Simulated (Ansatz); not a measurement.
**Sc: energy against volume and a worked fit**

```cif
data_structure
_symmetry_space_group_name_H-M 'Fm-3m'
_symmetry_Int_Tables_number 225
_cell_length_a 4.5200
_cell_length_b 4.5200
_cell_length_c 4.5200
_cell_angle_alpha 90.000
_cell_angle_beta 90.000
_cell_angle_gamma 90.000
_cell_volume 92.35
loop_
_atom_site_label
_atom_site_type_symbol
_atom_site_symmetry_multiplicity
_atom_site_Wyckoff_symbol
_atom_site_fract_x
_atom_site_fract_y
_atom_site_fract_z
_atom_site_occupancy
Sc1 Sc 4 a 0.00000 0.00000 0.00000 1
```

This isn't the form of Sc at room conditions, which is hcp.

The cell was scaled at fixed shape and fractions and run with Ansatz, PseudoDojo PBEsol stringent, cutoff 1061 eV; PBEsol, k mesh 10 × 10 × 10 on the cell of 1 atom, tetrahedron occupations, no spin polarisation, no spin-orbit coupling. Energies are those that the program minimises, any entropy of the smearing included. For a metal such a mesh isn't converged to the digits shown.

```tsv
V (Å³/atom)	energy over the lowest row (meV/atom)
21.7012	27.75
22.1629	15.18
22.6246	?
23.0864	1.72
23.5481	0.00
24.0098	1.24
24.4715	5.25
```

**Question.** Fit the third-order Birch-Murnaghan form, give V0, B0 and B′, and predict the energy left open.

**Answer.** With y = (V0/V)^(2/3), E = E0 + (9 V0 B0/16) [(y - 1)³ B′ + (y - 1)² (6 - 4y)]. Least squares through the rows shown give V0 = 23.5732 Å³/atom, E0 = -0.01 meV, B0 = 52.18 GPa (1 eV/Å³ = 160.218 GPa) and B′ = 3.95, with a largest miss of 0.04 meV. At V = 22.6246 the form with these constants gives 6.64 meV; the run gave 6.54 meV an atom.
